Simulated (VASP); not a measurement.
# BN (R3m) in VASP: further runs

One crystal, BN, is run at these levels: vdW-DF, optB88-vdW, vdW-DF2, optPBE-vdW; tasks: relaxation of cell and atoms.

Everything below comes from runs of VASP 6.6.1. Logs are shortened: lines on timing, memory, paths and dates and some standing lists are left out, and cuts for length are marked.

## (1) Starting point

The structure is trigonal, space group R3m (No. 160). The conventional cell has a = 2.502 Å, b = 2.502 Å, c = 10.119 Å, α = 90.00°, β = 90.00°, γ = 120.00°. N (site symmetry 3m) is surrounded by 3 B at 1.44 Å. Around B (site symmetry 3m) lie 3 N at 1.44 Å.

The cell is a database's computed one.

## (2) Relaxation of cell and atoms, vdW-DF

File INCAR:

```
SYSTEM = BN
AGGAC    = 0.0          
ALGO     = Normal         ! electronic algorithm
EDIFF    = 1E-6           ! SCF threshold, eV
EDIFFG   = -0.02          ! ionic threshold
ENCUT    = 600            ! plane-wave cutoff, eV
GGA      = RE             ! functional
IBRION   = 2              ! ionic algorithm
ISIF     = 3              ! what is computed and relaxed
ISMEAR   = -1             ! smearing method
LASPH    = .TRUE.         ! aspherical terms in the spheres
LCHARG   = .FALSE.        ! write CHGCAR
LREAL    = .FALSE.        ! projectors in reciprocal space
LUSE_VDW = .TRUE.       
LWAVE    = .FALSE.        ! write WAVECAR
NELM     = 100            ! most SCF steps
NSW      = 60             ! ionic steps
PREC     = Accurate       ! precision mode
SIGMA    = 0.05           ! smearing width, eV
```

File KPOINTS:

```
k-points
0
G
  12 12 12
  0 0 0
```

File POSCAR:

```
BN
1.0
    1.2511217832      0.7223354983      3.3729344033
   -1.2511217832      0.7223354983      3.3729344033
    0.0000000000     -1.4446709966      3.3729344033
N B
1 1
Direct
    0.6672382000      0.6672382000      0.6672382000
    0.0003288000      0.0003288000      0.0003288000
```

Potentials or basis: VASP PAW PBE potentials, release 64 (N, B).

The run is started by

```console
cat potpaw_PBE.64/N/POTCAR potpaw_PBE.64/B/POTCAR > POTCAR
mpirun -np 1 vasp_std > vasp.out
```

OUTCAR:

```text
SYSTEM = BN
   EDIFF = 1E-6
   EDIFFG = -0.02
   ENCUT = 600
   GGA = RE
   IBRION = 2
   ISIF = 3
   ISMEAR = -1
   LASPH = .TRUE.
   LREAL = .FALSE.
   NELM = 100
   NSW = 60
   PREC = Accurate

 ion  position               nearest neighbor table
   1  0.667  0.667  0.667-   2 1.44   2 1.44   2 1.44
   2  0.000  0.000  0.000-   1 1.44   1 1.44   1 1.44

  LATTYP: Found a trigonal (rhomboedric) cell.
 ALAT       =     3.6692997666
 COS(alpha) =     0.7674786797

  Lattice vectors:

 A1 = (   1.2511217832,   0.7223354983,   3.3729344033)
 A2 = (  -1.2511217832,   0.7223354983,   3.3729344033)
 A3 = (   0.0000000000,  -1.4446709966,   3.3729344033)

Analysis of symmetry for initial positions (statically):
=====================================================================
 Subroutine PRICEL returns:
 Original cell was already a primitive cell.

 Routine SETGRP: Setting up the symmetry group for a
 trigonal (rhombohedral) supercell.

 Subroutine GETGRP returns: Found  6 space group operations
 (whereof  6 operations were pure point group operations)
 out of a pool of 12 trial point group operations.

The static configuration has the point symmetry C_3v.

Analysis of symmetry for dynamics (positions and initial velocities):
=====================================================================
 Subroutine PRICEL returns:
 Original cell was already a primitive cell.

 Routine SETGRP: Setting up the symmetry group for a
 trigonal (rhombohedral) supercell.

 Subroutine GETGRP returns: Found  6 space group operations
 (whereof  6 operations were pure point group operations)
 out of a pool of 12 trial point group operations.

The dynamic configuration has the point symmetry C_3v.

 Subroutine INISYM returns: Found  6 space group operations
 (whereof  6 operations are pure point group operations),
 and found     1 'primitive' translations

----------------------------------------------------------------------------------------

                                     Primitive cell

  volume of cell :      18.2893

  direct lattice vectors                    reciprocal lattice vectors
     1.251121783  0.722335498  3.372934403     0.399641351  0.230733042  0.098825916
    -1.251121783  0.722335498  3.372934403    -0.399641351  0.230733042  0.098825916
[... 97 lines left out ...]
   NUPDOWN=      -1.0000    fix difference up-down
   EMIN   =  10.00;   EMAX   =-10.00  energy-range for DOS
   EFERMI =   0.00;   METHOD = LEGACY
   ISMEAR =    -1;   SIGMA  =   0.05  broadening in eV -4-tet -1-fermi 0-gaus
   EFERMI_NEDOS =   21; number of points for ismear=-14 and -15
   IALGO  =     38    algorithm
   IMIX   =      4    mixing-type and parameters
     AMIX     =   0.40;   BMIX     =  1.00
     AMIX_MAG =   1.60;   BMIX_MAG =  1.00
  volume/ion in A,a.u.               =       9.14        61.71
  Fermi-wavevector in a.u.,A,eV,Ry     =   1.242717  2.348395 21.012099  1.544346
  Thomas-Fermi vector in A             =   2.377059
   LORBIT       =      0    0 simple, 1 ext, 2 COOP (PROOUT), +10 PAW based schemes
   GGA     = RE    functional components
   LHFCALC =     F    Hartree Fock is set to
   AEXX    =    0.0000 exact exchange contribution
   IVDW_NL    =     1    kernel type
   BPARAM     = 6.3000
   IVDW    =     0    specifies the selected vdW correction
   LEPSILON=     F    determine dielectric tensor
   LRPA    =     F    only Hartree local field effects (RPA)
 conjugate gradient relaxation of ions
 non-spin polarized calculation
  energy-cutoff  :      600.00
  volume of cell :       18.29
 maximum number of plane-waves:       624
 NGX is ok and might be reduce to    30
   NGX = 15   NGY = 15   NGZ = 15

--------------------------------------- Ionic step        1  -------------------------------------------

 number of electron       8.0000000 magnetization

 Free energy of the ion-electron system (eV)
  ---------------------------------------------------
  ext. energy  EPLUGINS =         0.00000000
  ---------------------------------------------------
  free energy    TOTEN  =       -14.71485044 eV

  energy without entropy =      -14.71485044  energy(sigma->0) =      -14.71485044

------------------------ aborting loop because EDIFF is reached ----------------------------------------

  FORCE on cell =-STRESS in cart. coord.  units (eV):
  Direction    XX          YY          ZZ          XY          YZ          ZX
  --------------------------------------------------------------------------------------
  -------------------------------------------------------------------------------------
  Total        0.9930109      0.9930109      0.1313740      0.0000000      0.0000000      0.0000000
  in kB       86.9895162     86.9895162     11.5085952      0.0000000      0.0000000      0.0000000
  external PRESSURE =      61.8292092 kB  Pullay stress =       0.0000000 kB
[... 215 lines left out ...]
--------------------------------------- Ionic step        7  -------------------------------------------

 number of electron       8.0000000 magnetization

 Free energy of the ion-electron system (eV)
  ---------------------------------------------------
  ext. energy  EPLUGINS =         0.00000000
  ---------------------------------------------------
  free energy    TOTEN  =       -14.72530893 eV

  energy without entropy =      -14.72530893  energy(sigma->0) =      -14.72530893

 E-fermi :   2.7996     XC(G=0):  -9.6551

 val. band max:        1.7893430680   @ k =  -0.3333   0.3333   0.0000
 cond. band min:       6.1969280202   @ k =   0.5000   0.5000  -0.0000
 fundamental gap:      4.4075849522
 Fermi energy:         2.7996462789

 k-point     1 :       0.0000    0.0000    0.0000
  band No.  band energies     occupation
      1     -15.7973      2.00000
      2      -2.3464      2.00000
      3       0.4070      2.00000
      4       0.4070      2.00000
      5       6.8602      0.00000
      6      13.3879      0.00000
      7      13.3879      0.00000
      8      14.6623      0.00000
[... 243 lines left out ...]
 k-point    24 :      -0.4167    0.1667    0.0000
  band No.  band energies     occupation
      1     -12.5136      2.00000
      2      -6.6292      2.00000
      3      -3.5732      2.00000
      4       1.4613      2.00000
      5       6.9769      0.00000
      6      13.1786      0.00000
      7      15.2774      0.00000
      8      16.0809      0.00000

 [... further k-points ...]

------------------------ aborting loop because EDIFF is reached ----------------------------------------

  FORCE on cell =-STRESS in cart. coord.  units (eV):
  Direction    XX          YY          ZZ          XY          YZ          ZX
  --------------------------------------------------------------------------------------
  -------------------------------------------------------------------------------------
  Total        0.0026658      0.0026658      0.0341470      0.0000000      0.0000000      0.0000000
  in kB        0.2232281      0.2232281      2.8593989      0.0000000      0.0000000      0.0000000
  external PRESSURE =       1.1019517 kB  Pullay stress =       0.0000000 kB
[... 21 lines left out ...]
  energy  without entropy=      -14.7253089267  energy(sigma->0) =      -14.72530893

Total vdW correction in eV:      1.2788169

 reached required accuracy - stopping structural energy minimisation
```

CONTCAR:

```text
BN
   1.00000000000000
     1.2615116500792429    0.7283340907390892    3.4706841011723486
    -1.2615116500792429    0.7283340907390892    3.4706841011723486
     0.0000000000000000   -1.4566681814781783    3.4706841011723486
  N               B
     1     1
Direct
     0.6672514805446790    0.6672514805446790    0.6672514805446790
     0.0003155194553193    0.0003155194553193    0.0003155194553193

  0.00000000E+00  0.00000000E+00  0.00000000E+00
  0.00000000E+00  0.00000000E+00  0.00000000E+00
```

Run time: 6.1 min. Hardware: 1 thread of Intel Xeon Platinum 8375C at 2.90GHz (Ice Lake), shared host; peak memory 0.37 GiB.

What came out:

| Item | Value |
| --- | --- |
| Free energy | -14.7253 eV |
| Relaxed volume | 9.57 Å³/atom |
| Relaxed cell | a = 3.764 Å, b = 3.764 Å, c = 3.764 Å, α = 39.16°, β = 39.16°, γ = 39.16° |
| Space group after relaxing (to 0.05 Å) | R3m (No. 160) |
| Energy gained by relaxing | 5.2 meV/atom |
| Ionic steps | 7 |
| Pressure after relaxing | 0.1 GPa |
| Largest force after relaxing | 0.013 eV/Å |
| Band gap on the k mesh | 4.41 eV, indirect (least direct gap 4.74 eV) |

Forces on the atoms (eV/Å):
```
N    0.000  0.000 -0.013
B    0.000  0.000  0.013
```

Step by step:
| step | energy change (eV) | largest force (eV/Å) | pressure (GPa) | volume (Å³) |
| --- | --- | --- | --- | --- |
| 1 | 0.0000 | 0.0010 | 6.18 | 18.29 |
| 2 | 0.0189 | 0.0032 | -9.38 | 19.24 |
| 3 | -0.0083 | 0.0004 | 0.27 | 18.62 |
| 4 | -0.0083 | 0.0004 | 0.37 | 18.61 |
| 5 | -0.0086 | 0.0011 | 0.32 | 18.67 |
| 6 | -0.0095 | 0.0052 | 0.26 | 18.82 |
| 7 | -0.0105 | 0.0128 | 0.11 | 19.13 |

Final structure:
```yaml
crystal:
  lattice:
    - [1.26151, 0.72833, 3.47068]
    - [-1.26151, 0.72833, 3.47068]
    - [0.00000, -1.45667, 3.47068]
  atoms:
    - { symbol: N, position: [0.66725, 0.66725, 0.66725] }
    - { symbol: B, position: [0.00032, 0.00032, 0.00032] }
```

Caveat: the PAW data sets were made with another functional, which shifts forces and pressure a little. A k mesh can miss the band edges.

## (3) Relaxation of cell and atoms, optB88-vdW

File INCAR:

```
PREC = Accurate
ENCUT = 600
EDIFF = 1E-6
ISMEAR = -1
SIGMA = 0.05
LREAL = False
LASPH = True
NELM = 100
ALGO = Fast
ISIF = 3
LWAVE = False
LCHARG = False
GGA = BO
LUSE_VDW = True
AGGAC = 0.0
PARAM1 = 0.1833333333
PARAM2 = 0.22
IBRION = 2
NSW = 40
EDIFFG = -0.01
```

File KPOINTS:

```
Automatic mesh
0
Gamma
  12 12 12
```

POSCAR is that of step 2.

Potentials or basis: VASP PAW PBE potentials, release 64 (N, B).

The run is started by

```console
cat potpaw_PBE.64/N/POTCAR potpaw_PBE.64/B/POTCAR > POTCAR
mpirun -np 1 vasp_std > vasp.out
```

Run time: 10 min. Hardware: 1 thread of Intel Xeon Platinum 8375C at 2.90GHz (Ice Lake), shared host; peak memory 0.37 GiB.

It converged, with:

* Free energy: -15.5955 eV
* Relaxed volume: 8.85 Å³/atom
* Relaxed cell: a = 3.554 Å, b = 3.554 Å, c = 3.554 Å, α = 41.34°, β = 41.34°, γ = 41.34°
* Space group after relaxing (to 0.05 Å): R3m (No. 160)
* Energy gained by relaxing: 1.9 meV/atom
* Ionic steps: 11
* Pressure after relaxing: 0.0 GPa
* Largest force after relaxing: 0.006 eV/Å
* Band gap on the k mesh: 4.19 eV, indirect (least direct gap 4.72 eV)

Forces on the atoms (eV/Å):
```
N    0.000  0.000  0.006
B    0.000  0.000 -0.006
```

The path:
| step | energy change (eV) | largest force (eV/Å) | pressure (GPa) | volume (Å³) |
| --- | --- | --- | --- | --- |
| 1 | 0.0000 | 0.0008 | 1.69 | 18.29 |
| 2 | 0.0023 | 0.0031 | -4.25 | 18.55 |
| 3 | -0.0012 | 0.0006 | -0.55 | 18.38 |
| 4 | -0.0016 | 0.0013 | -0.51 | 18.33 |
| 5 | -0.0026 | 0.0035 | -0.40 | 18.16 |
| 6 | -0.0038 | 0.0088 | -0.26 | 17.82 |
| 7 | -0.0039 | 0.0122 | -0.08 | 17.66 |
| 8 | -0.0039 | 0.0105 | -0.21 | 17.73 |
| 9 | -0.0039 | 0.0110 | -0.16 | 17.71 |
| 10 | -0.0035 | 0.0263 | 1.20 | 17.64 |
| 11 | -0.0039 | 0.0056 | 0.03 | 17.70 |

Final structure:
```xyz
2
Lattice="1.2547 0.7244 3.2455 -1.2547 0.7244 3.2455 0.0000 -1.4488 3.2455" Properties=species:S:1:pos:R:3 pbc="T T T"
N     0.0000    0.0000    6.4971
B     0.0000    0.0000    0.0027
```

Levels at points of the mesh, in eV from the valence-band top:
```csv
k point,band 2,band 3,band 4,band 5,band 6,band 7
"(0.00, 0.00, 0.00)",-3.87,-1.35,-1.35,5.30,11.70,11.70
"(0.50, 0.00, 0.00)",-8.85,-4.06,-0.51,5.36,10.03,13.15
"(0.50, 0.50, 0.00)",-8.69,-4.14,-1.23,4.19,9.93,14.40
"(0.50, 0.50, 0.50)",-6.26,-1.37,-1.37,10.44,11.61,11.61
```

Caveat: the PAW data sets were made with another functional, which shifts forces and pressure a little.

## (4) Relaxation of cell and atoms, vdW-DF2

File INCAR:

```
SYSTEM = BN
PREC = Accurate
ENCUT = 600
EDIFF = 1E-7
ISMEAR = -1
SIGMA = 0.05
LREAL = .FALSE.
LASPH = .TRUE.
NELM = 80
ALGO = Normal
ISIF = 3
LWAVE = .FALSE.
LCHARG = .FALSE.
GGA = ML
LUSE_VDW = .TRUE.
AGGAC = 0.0
ZAB_VDW = -1.8867
IBRION = 2
NSW = 60
EDIFFG = -0.005
```

File KPOINTS:

```
regular mesh
0
G
  12 12 12
  0 0 0
```

POSCAR is that of step 3.

The run is started by

```console
cat potpaw_PBE.64/N/POTCAR potpaw_PBE.64/B/POTCAR > POTCAR
mpirun -np 1 vasp_std > vasp.out
```

Run time: 9.7 min. Hardware: 1 thread of Intel Xeon Platinum 8375C at 2.90GHz (Ice Lake), shared host; peak memory 0.37 GiB.

Results (log left out):

```yaml
Free_energy: -14.9966 eV
Relaxed_volume: 9.44 Å³/atom
Relaxed_cell: a = 3.730 Å, b = 3.730 Å, c = 3.730 Å, α = 39.49°, β = 39.49°, γ = 39.49°
Space_group_after_relaxing_to_0.05_Å: R3m (No. 160)
Energy_gained_by_relaxing: 3.3 meV/atom
Ionic_steps: 10
Pressure_after_relaxing: 0.0 GPa
Band_gap_on_the_k_mesh: 4.36 eV, indirect (least direct gap 4.78 eV)
```

The path:
```tsv
step	energy change (eV)	largest force (eV/Å)	pressure (GPa)	volume (Å³)
1	0.0000	0.0004	5.11	18.29
2	0.0137	0.0032	-8.14	19.07
3	-0.0059	0.0013	0.13	18.56
4	-0.0059	0.0013	0.23	18.56
5	-0.0060	0.0007	0.20	18.59
6	-0.0062	0.0066	0.15	18.67
7	-0.0065	0.0184	0.05	18.84
8	-0.0065	0.0209	0.03	18.88
9	-0.0064	0.0480	-0.15	18.92
10	-0.0065	0.0003	-0.02	18.89
```

Final structure:
```xyz
2
Lattice="1.2600 0.7275 3.4344 -1.2600 0.7275 3.4344 0.0000 -1.4550 3.4344" Properties=species:S:1:pos:R:3 pbc="T T T"
N     0.0000    0.0000    6.8746
B     0.0000    0.0000    0.0036
```

Levels at points of the mesh, in eV from the valence-band top:
| k point | band 1 | band 2 | band 3 | band 4 | band 5 | band 6 | band 7 | band 8 |
| --- | --- | --- | --- | --- | --- | --- | --- | --- |
| (0.00, 0.00, 0.00) | -17.49 | -4.04 | -1.46 | -1.46 | 4.80 | 11.62 | 11.62 | 12.84 |
| (0.50, 0.00, 0.00) | -14.47 | -8.68 | -4.10 | -0.57 | 5.33 | 9.93 | 12.72 | 14.50 |
| (0.50, 0.50, 0.00) | -14.41 | -8.57 | -4.15 | -1.11 | 4.36 | 10.00 | 13.80 | 16.97 |
| (0.50, 0.50, 0.50) | -17.26 | -5.91 | -1.47 | -1.47 | 9.61 | 11.55 | 11.55 | 11.95 |

Caveat: the PAW data sets were made with another functional, which shifts forces and pressure a little. A k mesh can miss the band edges.

## (5) Relaxation of cell and atoms, optPBE-vdW

File INCAR:

```
SYSTEM = BN
PREC     = Accurate       ! precision mode
ENCUT    = 600            ! plane-wave cutoff, eV
EDIFF    = 1E-7           ! SCF threshold, eV
ISMEAR   = -1             ! smearing method
SIGMA    = 0.05           ! smearing width, eV
LREAL    = .False.        ! projectors in reciprocal space
LASPH    = .True.         ! aspherical terms in the spheres
NELM     = 80             ! most SCF steps
ALGO     = Normal         ! electronic algorithm
ISIF     = 3              ! what is computed and relaxed
LWAVE    = .False.        ! write WAVECAR
LCHARG   = .False.        ! write CHGCAR
GGA      = OR             ! functional
LUSE_VDW = .True.       
AGGAC    = 0.0          
IBRION   = 2              ! ionic algorithm
NSW      = 60             ! ionic steps
EDIFFG   = -0.005         ! ionic threshold
```

File KPOINTS:

```
Automatic mesh
0
Gamma
  12 12 12
  0 0 0
```

POSCAR is that of step 4.

The run is started by

```console
cat potpaw_PBE.64/N/POTCAR potpaw_PBE.64/B/POTCAR > POTCAR
mpirun -np 1 vasp_std > vasp.out
```

Wall time 7.3 min (1 thread of Intel Xeon Platinum 8375C at 2.90GHz (Ice Lake), shared host); peak memory 0.37 GiB.

It converged, with:

| Quantity | Value |
| --- | --- |
| Free energy | -15.2724 eV |
| Relaxed volume | 9.20 Å³/atom |
| Relaxed cell | a = 3.655 Å, b = 3.655 Å, c = 3.655 Å, α = 40.27°, β = 40.27°, γ = 40.27° |
| Space group after relaxing (to 0.05 Å) | R3m (No. 160) |
| Energy gained by relaxing | 2.0 meV/atom |
| Ionic steps | 8 |
| Pressure after relaxing | 0.0 GPa |
| Band gap on the k mesh | 4.29 eV, indirect (least direct gap 4.71 eV) |

Stress tensor (GPa, compression positive):
```
 0.06  0.00  0.00
 0.00  0.06  0.00
 0.00  0.00 -0.07
```

The path:
```
step  energy change (eV)  largest force (eV/Å)  pressure (GPa)  volume (Å³)
   1              0.0000                0.0011            3.92        18.29
   2              0.0096                0.0034           -7.11        18.89
   3             -0.0039                0.0004           -0.11        18.50
   4             -0.0039                0.0003           -0.03        18.49
   5             -0.0039                0.0002           -0.03        18.48
   6             -0.0039                0.0001           -0.02        18.47
   7             -0.0039                0.0006            0.00        18.44
   8             -0.0039                0.0016            0.02        18.39
```

Final structure:
```
N B
1.0
     1.25815    0.72639    3.35399
    -1.25815    0.72639    3.35399
     0.00000   -1.45279    3.35399
N B
1 1
Direct
  0.66725 0.66725 0.66725
  0.00031 0.00031 0.00031
```

Levels at points of the mesh, in eV from the valence-band top:
```
           k point  band 1  band 2  band 3  band 4  band 5  band 6  band 7  band 8
(0.00, 0.00, 0.00)  -17.63   -4.01   -1.34   -1.34    5.16   11.64   11.64   13.00
(0.50, 0.00, 0.00)  -14.51   -8.80   -4.04   -0.56    5.31    9.89   13.04   14.98
(0.50, 0.50, 0.00)  -14.44   -8.67   -4.10   -1.16    4.29    9.88   14.21   17.56
(0.50, 0.50, 0.50)  -17.35   -6.05   -1.36   -1.36   10.12   11.56   11.56   12.10
```

Caveat: the PAW data sets were made with another functional, which shifts forces and pressure a little.

## (6) The reference run

An earlier run on the cell as given: functional PBEsol; potentials or basis VASP PAW PBE potentials, release 64 (N, B); cutoff 520 eV; k mesh 12 × 12 × 12; occupations fermi-dirac, width 0.05 eV; no spin polarisation.

* Pressure: 1.0 GPa
* Band gap on the k mesh: 4.18 eV, indirect (least direct gap 4.63 eV)

## (7) Summary

| task | level | cell | cutoff (eV) | ladder | gap on the mesh (eV) | pressure (GPa) | relaxed volume (Å³/atom) | largest force (eV/Å) |
| --- | --- | --- | --- | --- | --- | --- | --- | --- |
| relaxation of cell and atoms | vdW-DF | relaxed | 600 | - | 4.41 | 0.1 | 9.57 | 0.01 |
| relaxation of cell and atoms | optB88-vdW | relaxed | 600 | - | 4.19 | 0.0 | 8.85 | 0.01 |
| relaxation of cell and atoms | vdW-DF2 | relaxed | 600 | - | 4.36 | 0.0 | 9.44 | - |
| relaxation of cell and atoms | optPBE-vdW | relaxed | 600 | - | 4.29 | 0.0 | 9.20 | - |
| single point | PBEsol | as given | 520 | free | 4.18 | 1.0 | - | - |

Alike in all rows: potentials or basis VASP PAW PBE potentials, release 64 (N, B); no spin polarisation; k mesh 12 × 12 × 12; smearing fermi-dirac 0.05 eV.

Caveats: the PAW data sets were made with another functional, which shifts forces and pressure a little.

Total energies depend on the potentials used, so only differences within one code and one set of settings carry meaning.
